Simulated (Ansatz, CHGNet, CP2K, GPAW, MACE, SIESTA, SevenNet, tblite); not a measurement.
# Which run comes nearest? 1T-ZrSe2/h-AlN heterobilayer (77 atoms)

The cell holds 77 atoms: 13 Zr, 26 Se, 19 Al and 19 N. Cell: a = 13.618 Å, b = 13.618 Å, c = 22.410 Å, α = 90.0°, β = 90.0°, γ = 120.0°. 13 cells of 1T-ZrSe2 (a = 3.77 Å, strained +0.19 %) and 19 cells of h-AlN (a = 3.13 Å, -0.19 %) on one hexagonal cell, twist 9.52 deg; facing planes 3.23 Å apart; 16 Å of vacuum; displaced by a Gaussian of 0.01 Å. Then every atom was moved at random, 0.05 Å r.m.s. a Cartesian component. Regions: layer 1, 39 atoms (13 Zr and 26 Se); layer 2, 38 atoms (19 Al and 19 N). Vacuum lies along c.

Geometry: as built.

The reference, a calculation:

```
method                                           : Kohn-Sham DFT, PBE, PAW, plane waves (Ansatz 0.2.0); cutoff 420 eV, Γ point, fermi-dirac smearing of 0.05 eV; PAW set soft_2
r.m.s. force component                           : 1.339 eV/Å
longest force                                    : 7.158 eV/Å
gap (highest filled to lowest empty level) : 0.5804 eV
SCF cycles                                       : 12
time                                             : 66 s on 4 threads of Arm Neoverse V1, shared host
CPU time                                         : 4.3 min
```

Runs, in no order:
A. GPAW PBE, LCAO dzp, h 0.16 Å: Kohn-Sham DFT, PBE, PAW, atomic orbitals (dzp)
B. tblite GFN1-xTB: GFN1-xTB tight binding, diagonalisation
C. SevenNet l3i5 potential: machine-learned interatomic potential SevenNet l3i5, trained on PBE(+U) plane-wave data
D. CP2K PBE, DZVP-UZH, 210/50 Ry, diagonalisation: Kohn-Sham DFT, PBE, GTH-PBE pseudopotentials, Gaussian and plane waves, DZVP-MOLOPT (UZH set), diagonalisation
E. GPAW PBE, LCAO sz(dzp), h 0.18 Å: Kohn-Sham DFT, PBE, PAW, atomic orbitals (sz(dzp))

Q: Order them from the smallest to the largest r.m.s. force difference.

D, A, C, E, B.

```csv
run,"Δ force, r.m.s. (meV/Å)",share of r.m.s. force (%),CPU time
"D. CP2K PBE, DZVP-UZH, 210/50 Ry, diagonalisation",66.3,4.95,6.2 min
"A. GPAW PBE, LCAO dzp, h 0.16 Å",96.5,7.21,6.9 min
C. SevenNet l3i5 potential,139,10.4,12 s
"E. GPAW PBE, LCAO sz(dzp), h 0.18 Å",224,16.7,2.3 min
B. tblite GFN1-xTB,408,30.4,9.9 s
```

Periodic xTB results under one method name differ between programs and library versions. Machine-learned potentials mimic data converged in k, so the reference's own k-point error enters their differences. The electronic-structure runs sample only Γ, in a cell whose shortest periodic width is 12 Å.

[Logs are printed without paths, hosts, clocks, repeated set-up lines and the standing remarks that a program may print on its own settings, such as how far it seeks lower states.]

[Hosts, paths, dates, database ids (printed as entryN), source tags and the programs' standing remarks are cut or masked in the printed files.]
